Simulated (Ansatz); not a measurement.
Relaxation of a periodic cell of 17 atoms, Ga16H (host Ga, host structure Cmcm, interstitial H), to a largest force component of 0.08 eV/Å in at most 25 steps.

These are results of Ansatz, DFT PBE-D3(BJ), scalar-relativistic, plane waves, PAW, not measurements. Settings: cutoff 420 eV, k mesh 3x2x3, fermi-dirac smearing 0.1 eV, no spin polarisation.

```xyz
17
Lattice="-5.8000 0.0000 0.0000 0.0000 -8.1300 0.0000 0.0000 0.0000 6.3400" Properties=species:S:1:pos:R:3
Ga -2.900 -7.049 0.792
Ga -2.900 -1.081 2.377
Ga -2.900 -7.049 3.962
Ga -2.900 -1.081 5.548
Ga -1.450 -2.984 0.792
Ga -1.450 -5.146 2.377
Ga -1.450 -2.984 3.962
Ga -1.450 -5.146 5.548
Ga 0.000 -7.049 0.792
Ga 0.000 -1.081 2.377
Ga 0.000 -7.049 3.962
Ga 0.000 -1.081 5.548
Ga -4.350 -2.984 0.792
Ga -4.350 -5.146 2.377
Ga -4.350 -2.984 3.962
Ga -4.350 -5.146 5.548
H -2.871 -4.592 0.761
```

Where does it end, and by what steps?

The forces met the threshold. The threshold is loose, so the end isn't yet a minimum. The force dipped under the threshold on the way, but the program's further checks kept it going. Limits of this set-up: coarse k mesh, odd electron count without spin, a small cell, in which the defect meets its images, a typed lattice constant that wasn't relaxed here. After 12 steps the energy has fallen by 0.248 eV; H17 moved furthest, 1.04 Å. Joined: Ga5–H17 (2.15 → 1.79 Å), Ga8–H17 (2.18 → 1.83 Å).

```tsv
step	energy less start (eV)	largest force component (eV/Å)	accepted
0	0.0000	0.299	yes
1	-0.0758	0.116	yes
2	-0.1022	0.162	yes
3	-0.1419	0.163	yes
4	-0.1680	0.174	yes
5	-0.1961	0.077	yes
6	-0.1961	0.077	yes
7	-0.2098	0.080	yes
8	-0.2214	0.088	yes
9	-0.2271	0.071	yes
10	-0.2271	0.071	yes
11	-0.2367	0.062	yes
12	-0.2484	0.074	yes
```

```xyz
17
Lattice="-5.8000 0.0000 0.0000 0.0000 -8.1300 0.0000 0.0000 0.0000 6.3400" Properties=species:S:1:pos:R:3
Ga -3.036 -6.967 0.721
Ga -2.897 -1.095 2.221
Ga -3.076 -7.124 3.912
Ga -2.879 -1.109 5.538
Ga -1.201 -3.009 1.197
Ga -1.473 -5.319 2.522
Ga -1.400 -2.927 3.991
Ga -1.642 -5.194 5.419
Ga -0.131 -7.053 0.797
Ga 0.154 -1.068 2.542
Ga -0.159 -7.159 4.087
Ga -0.027 -1.215 5.784
Ga -4.190 -3.114 0.775
Ga -4.464 -5.221 2.417
Ga -4.286 -2.959 3.974
Ga -4.601 -5.191 5.413
H -2.363 -3.909 0.170
```

Whether the end is a true minimum wasn't checked by a vibrational analysis.

Time of the run: 2 min on 4 threads of AMD EPYC 7R43 64-Core Processor (Zen 3), on a shared host, peak memory 1.3 GiB.
